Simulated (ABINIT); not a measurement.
Here is an ABINIT 10.8.3 (patched build) calculation.

run.abi

```
# Datasets: one volume each
ndtset 7
getwfk -1
scalecart1 3*0.9795861087
scalecart2 3*0.9864848297
scalecart3 3*0.9932883884
scalecart4 3*1.0000000000
scalecart5 3*1.0066227096
scalecart6 3*1.0131594038
scalecart7 3*1.0196128224

# Pseudopotentials
pp_dirpath "./"
pseudos "Zr.GGA_PBE-JTH.xml, C.GGA_PBE-JTH.xml"

# Structure
acell 3.344615075 3.344615075 3.344615075 Angstrom
rprim
     0.0000000000     0.7071067812     0.7071067812
     0.7071067812     0.0000000000     0.7071067812
     0.7071067812     0.7071067812     0.0000000000
ntypat 2
znucl 40 6
natom 2
typat 1 2
xred
     0.5000000000     0.5000000000     0.5000000000
     0.0000000000     0.0000000000     0.0000000000

# Plane-wave basis
ecut 20.0
pawecutdg 40.0

# k points
kptopt 1
ngkpt 10 10 10
nshiftk 1
shiftk 0.0 0.0 0.0

# Exchange and correlation
ixc 11

# Bands and occupations
nband 12
occopt 3
tsmear 0.00183747

# SCF cycle
nstep 100
tolvrs 1.0e-9

# Output
iomode 3
prtwf 1
prtden 0
prteig 0
prtebands 0
enunit 1
```

Potentials or basis: JTH PAW PBE v2.0.

Run with:

```bash
$ abinit run.abi > log 2>&1
```

Task: Predict the equilibrium volume.

Result: 13.05 Å³/atom.

Task: What does it give for the bulk modulus?

Result: 223 GPa.

Task: Estimate the pressure derivative of the bulk modulus.

Result: 4.3.

Energy against volume, from the lowest point:
```tsv
volume (Å³/atom)	energy (meV/atom)
12.434	21.52
12.699	6.48
12.963	0.00
13.228	1.16
13.493	9.58
13.757	23.95
14.022	44.02
```

Caveat: pressures at fixed basis lie under the slope of the energies.
